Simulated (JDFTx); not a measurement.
Crystal: W.

```
W
1.0
    -1.58234    1.58234    1.58234
     1.58234   -1.58234    1.58234
     1.58234    1.58234   -1.58234
W
1
Cartesian
  0.0000 0.0000 0.0000
```

Program: JDFTx 1.7.0 (patched build). Alike in all runs: cell as given; cutoff (eV) 1007; smearing fermi-dirac 0.05 eV. Hardware: 1 thread of Arm Neoverse V1, with other jobs on the host.

**Question.** Order these runs on this cell by their wall time, lowest first.
A. task band structure; level PBEsol; potentials or basis PseudoDojo-SR-PBEsol-0.4.1-standard with smoothed tails; spin off; k mesh 12 × 12 × 12; band ratio of the Davidson solver 1.3; local potential set to -Z/r beyond 6 bohr; max SCF steps 30; SCF threshold on the energy 1e-06 Ha; solver of the electrons minimize
B. task single point; level PBE; potentials or basis PseudoDojo-SR-PBE-0.5-standard; spin off; k mesh 12 × 12 × 12; max SCF steps 100; SCF threshold on the energy 1e-08 Ha; solver of the electrons scf
C. task single point; level LDA; potentials or basis PseudoDojo-FR-PBE-0.4-standard with smoothed tails; spin SOC, no magnetisation; k mesh 9 × 9 × 9; local potential set to -Z/r beyond 6 bohr; max SCF steps 100; SCF threshold on the energy 1e-08 Ha; solver of the electrons scf

**Answer.** A (7 s), B (32 s), C (70 s).

Not every run made on this cell is shown here.
